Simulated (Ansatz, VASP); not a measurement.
**P: VASP beside Ansatz**

Aim: how closely do two programs agree when they are given the same cell, functional and k mesh? The cell is taken from a series of runs on this material, whose earlier steps may have relaxed, scaled, displaced or heated it; both programs get it as it stands.

Method: plane waves, with VASP 6.6.1 beside it; single point at HSE06, in Ansatz 0.2.0.

### Step 1. The starting structure

The cell holds 4 atoms: 4 P. Its edges and angles: a = 4.440 Å, b = 3.297 Å, c = 27.400 Å, α = 90.0°, β = 90.0°, γ = 90.0°. It derives from P. Vacuum lies along c.

### Step 2. VASP: single point, HSE06

With cell and atoms fixed, the geometry can't cause a difference; cores, projectors, grids and the points listed under the comparison can.

Lines of VASP's logs that name or quote its potential files are left out, and so is its time.

The run reads the wave functions of an earlier VASP run, which isn't shown here.

File INCAR:

```
SYSTEM = P
PREC = Accurate
ENCUT = 400
EDIFF = 1E-06
NELM = 100
ISMEAR = 0
SIGMA = 0.01
LREAL = .FALSE.
ALGO = Normal
LHFCALC = .TRUE.
AEXX = 0.25
GGA = PE
HFSCREEN = 0.208
LASPH = .TRUE.
NBANDS = 16
PRECFOCK = Fast
LORBIT = 11
LWAVE = .FALSE.
LCHARG = .FALSE.
KPAR = 2
NCORE = 4
ISIF = 2
LDIPOL = .TRUE.
IDIPOL = 3
DIPOL = 0.5 0.5 0.5
LVHAR = .TRUE.
```

File POSCAR:

```
P
1.0
    4.4396593299      0.0000000000      0.0000000000
    0.0000000000      3.2973472277      0.0000000000
    0.0000000000      0.0000000000     27.4000000000
P
4
Direct
    0.4175149717      0.3983795000      0.4612761587
    0.0824850283      0.8983795000      0.4612761587
    0.9175149717      0.8983795000      0.5387238413
    0.5824850283      0.3983795000      0.5387238413
```

File KPOINTS:

```
Automatic mesh
0
Gamma
4 6 1
0 0 0
```

Potentials, in the order of the species: P (PBE family, release 64).

The run is started by

```
> mpirun -np 8 vasp_std
```

Numbers of over 12 decimals in the logs are rounded to 6 here.

Output:

```text
[banner, memory and clock lines left out]
running    8 mpi-ranks, on    1 nodes
 distrk:  each k-point on    4 cores,    2 groups
 distr:  one band on    4 cores,    1 groups

 POSCAR found type information on POSCAR P
 POSCAR found :  1 types and       4 ions
 LDA part: xc-table for (Slater+PW92), standard interpolation
 found WAVECAR, reading the header
 POSCAR, INCAR and KPOINTS ok, starting setup
 FFT: planning ... GRIDC
 FFT: planning ... GRID_SOFT
 FFT: planning ... GRID
 reading WAVECAR
 the WAVECAR file was read successfully
 initial charge from wavefunction
 entering main loop
       N       E                     dE             d eps       ncg     rms          rms(c)
DAV:   1    -0.256831386615E+02   -0.25683E+02   -0.61804E-01   480   0.468E+00    0.243E+00
DAV:   2    -0.256906949194E+02   -0.75563E-02   -0.36857E-02   480   0.105E+00    0.165E+00
DAV:   3    -0.256891497732E+02    0.15451E-02   -0.23678E-03   512   0.297E-01    0.993E-01
DAV:   4    -0.256885808636E+02    0.56891E-03   -0.70937E-04   480   0.149E-01    0.568E-01
DAV:   5    -0.256884310986E+02    0.14976E-03   -0.19856E-04   504   0.747E-02    0.319E-01
DAV:   6    -0.256883924862E+02    0.38612E-04   -0.41088E-05   488   0.351E-02    0.179E-01
DAV:   7    -0.256883847957E+02    0.76904E-05   -0.11075E-05   528   0.189E-02    0.991E-02
DAV:   8    -0.256883866933E+02   -0.18976E-05   -0.35479E-06   448   0.107E-02    0.550E-02
DAV:   9    -0.256883907662E+02   -0.40729E-05   -0.11984E-06   408   0.645E-03    0.313E-02
DAV:  10    -0.256883949068E+02   -0.41406E-05   -0.62034E-07   384   0.470E-03    0.178E-02
DAV:  11    -0.256883985630E+02   -0.36562E-05   -0.33272E-07   400   0.347E-03    0.996E-03
DAV:  12    -0.256884016568E+02   -0.30938E-05   -0.20965E-07   384   0.269E-03    0.542E-03
DAV:  13    -0.256884042387E+02   -0.25819E-05   -0.13171E-07   392   0.206E-03    0.292E-03
DAV:  14    -0.256884064445E+02   -0.22058E-05   -0.93384E-08   376   0.162E-03    0.160E-03
DAV:  15    -0.256884082015E+02   -0.17569E-05   -0.62991E-08   384   0.125E-03    0.993E-04
DAV:  16    -0.256884096640E+02   -0.14626E-05   -0.47172E-08   368   0.101E-03    0.758E-04
DAV:  17    -0.256884109258E+02   -0.12618E-05   -0.37142E-08   368   0.829E-04    0.667E-04
DAV:  18    -0.256884119675E+02   -0.10417E-05   -0.28875E-08   360   0.691E-04    0.614E-04
DAV:  19    -0.256884128514E+02   -0.88399E-06   -0.23293E-08   352   0.589E-04
   1 F= -.25688413E+02 E0= -.25688413E+02  d E =-.280830E-11
```

From OUTCAR (step 2):

```text
ion  position               nearest neighbor table
   1  0.418  0.398  0.461-   2 2.22   2 2.22   4 2.24
   2  0.082  0.898  0.461-   1 2.22   1 2.22   3 2.24
   3  0.918  0.898  0.539-   4 2.22   4 2.22   2 2.24
   4  0.582  0.398  0.539-   3 2.22   3 2.22   1 2.24

  LATTYP: Found a simple orthorhombic cell.
 ALAT       =     3.2973472277
 B/A-ratio  =     1.3464336703
 C/A-ratio  =     8.3097102331

 Subroutine GETGRP returns: Found  8 space group operations
 (whereof  2 operations were pure point group operations)

The static configuration has the point symmetry C_2 .
 The point group associated with its full space group is D_2h.

 Found     12 irreducible k-points:

   k-points           NKPTS =     12   k-points in BZ     NKDIM =     24   number of bands    NBANDS=     16

   dimension x,y,z NGX =    30 NGY =   24 NGZ =  180
   dimension x,y,z NGXF=    60 NGYF=   48 NGZF=  360

   ENCUT  =  400.0 eV  29.40 Ry    5.42 a.u.   7.24  5.38 44.68*2*pi/ulx,y,z

   NELECT =      20.0000    total number of electrons

 k-points in reciprocal lattice and weights: Automatic mesh
   0.00000000  0.00000000  0.00000000       0.042
   0.25000000  0.00000000  0.00000000       0.083
   0.50000000  0.00000000  0.00000000       0.042
   0.00000000  0.16666667  0.00000000       0.083
   0.25000000  0.16666667  0.00000000       0.167
   0.50000000  0.16666667  0.00000000       0.083
   0.00000000  0.33333333  0.00000000       0.083
   0.25000000  0.33333333  0.00000000       0.167
   0.50000000  0.33333333  0.00000000       0.083
   0.00000000  0.50000000  0.00000000       0.042
   0.25000000  0.50000000  0.00000000       0.083
   0.50000000  0.50000000  0.00000000       0.042

  exchange ACFDT corr.  =         0.00000000  see jH, gK, PRB 81, 115126

 dipolmoment           0.000000      0.000000      0.000000 electrons x Angstroem

 average (electrostatic) potential at core
       1 -88.4239       2 -88.4239       3 -88.4239       4 -88.4239

 E-fermi :  -3.2132

 k-point     1 :       0.0000    0.0000    0.0000
  band No.  band energies     occupation
    ...
      6      -8.2810      2.00000
      7      -7.0128      2.00000
      8      -5.2898      2.00000
      9      -5.1516      2.00000
     10      -3.2559      2.00000
     11      -1.8259      0.00000
     12      -0.9338      0.00000
     13       0.3894      0.00000
     14       1.1762      0.00000
     15       1.7502      0.00000
    ...

 k-point     2 :       0.2500    0.0000    0.0000
  band No.  band energies     occupation
    ...
      6      -6.9363      2.00000
      7      -6.7280      2.00000
      8      -5.3676      2.00000
      9      -4.8004      2.00000
     10      -3.8870      2.00000
     11      -0.7412      0.00000
     12      -0.4268      0.00000
     13      -0.2585      0.00000
     14       0.8376      0.00000
     15       2.2445      0.00000
    ...

 k-point     3 :       0.5000    0.0000    0.0000
  band No.  band energies     occupation
    ...
      6      -6.6519      2.00000
      7      -6.0236      2.00000
      8      -6.0236      2.00000
      9      -4.3491      2.00000
     10      -4.3491      2.00000
     11      -0.3511      0.00000
     12      -0.3511      0.00000
     13       1.1520      0.00000
     14       1.1520      0.00000
     15       1.2007      0.00000
    ...

  Total       -0.2844303     -0.2067709     -1.1378113      0.0000000      0.0000000      0.0000000
  in kB       -1.1361131     -0.8259145     -4.5448120      0.0000000      0.0000000      0.0000000
  external PRESSURE =      -2.1689465 kB  Pullay stress =       0.0000000 kB

  energy-cutoff  :      400.00
  volume of cell :      401.11
      direct lattice vectors                 reciprocal lattice vectors
     4.439659330  0.000000000  0.000000000     0.225242508  0.000000000  0.000000000
     0.000000000  3.297347228  0.000000000     0.000000000  0.303274096  0.000000000
     0.000000000  0.000000000 27.400000000     0.000000000  0.000000000  0.036496350

 POSITION                                       TOTAL-FORCE (eV/Angst)
 -----------------------------------------------------------------------------------
      1.85362      1.31360     12.63897        -0.270385     -0.000000      0.263666
      0.36621      2.96227     12.63897         0.270385      0.000000      0.263666
      4.07345      2.96227     14.76103        -0.270385      0.000000     -0.263666
      2.58604      1.31360     14.76103         0.270385     -0.000000     -0.263666
 -----------------------------------------------------------------------------------
    total drift:                               -0.000000      0.000021     -0.000001

  FREE ENERGIE OF THE ION-ELECTRON SYSTEM (eV)
  ---------------------------------------------------
  free  energy   TOTEN  =       -25.6884128514 eV

  energy  without entropy=      -25.6884128514  energy(sigma->0) =      -25.68841285

 vacuum level on the upper side and lower side of the slab         2.083         2.083

 total charge
# of ion       s       p       d       tot
------------------------------------------
    1        1.077   1.392   0.000   2.469
    2        1.077   1.392   0.000   2.469
    3        1.077   1.392   0.000   2.469
    4        1.077   1.392   0.000   2.469
--------------------------------------------------
tot          4.309   5.569   0.000   9.878

[... 3 further parts left out ...]
```

The k-mesh is coarse for exact exchange; levels may shift by about 0.1 eV on a finer one.

[end of part 1 of 2]

[Lines on the potential files, build, host, timing and source positions are cut from VASP's logs without a mark.]

[Logs are printed without paths, hosts, clocks, repeated set-up lines and the standing remarks that a program may print on its own settings, such as how far it seeks lower states.]

[Hosts, paths, dates, database ids (printed as entryN), source tags and the programs' standing remarks are cut or masked in the printed files.]
